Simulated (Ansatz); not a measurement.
Crystal: Si2W.

```xyz
3
Lattice="-1.6069 1.6069 3.9150 1.6069 -1.6069 3.9150 1.6069 1.6069 -3.9150" Properties=species:S:1:pos:R:3 pbc="T T T"
W     0.0000    0.0000    0.0000
Si    0.0000    0.0000    5.2092
Si    0.0000    0.0000    2.6207
```

* Program: Ansatz 0.2.0
* Task: relaxation of cell and atoms
* Functional: revPBE
* Dispersion: D4
* Potentials or basis: Ansatz PAW
* Cutoff: 420 eV (not typed: the program's choice for these potentials)
* k mesh: 12 × 12 × 12
* Occupations: fermi-dirac, width 0.05 eV
* Spin: no spin polarisation

At the start: volume 13.48 Å³/atom.

Question: How do energy, volume and symmetry change on relaxing?

Answer: It ends after 5 steps and the volume is 13.16 Å³/atom (-2.4 %); space group I4/mmm (No. 139, to 0.05 Å).

Step by step:
```
step  energy change (eV)  largest force (eV/Å)  volume (Å³)
   1              0.0000                0.0729        40.44
   2             -0.0144                0.0802        39.10
   3             -0.0177                0.0259        39.48
   4             -0.0177                0.0084        39.47
   5             -0.0174                0.0083        39.47
```

Final structure:
```
W Si
1.0
    -1.59196    1.59196    3.89337
     1.59196   -1.59196    3.89337
     1.59196    1.59196   -3.89337
W Si
1 2
Direct
  0.00000 0.00000 0.00000
  0.66606 0.66606 0.00000
  0.33394 0.33394 0.00000
```

Caveat: the plane-wave basis is chosen anew once the cell has moved, so the energies of steps on either side of that aren't comparable; the PAW data sets come from PBE, with cores solved anew for the run's functional, which leaves a small shift of forces and pressure.
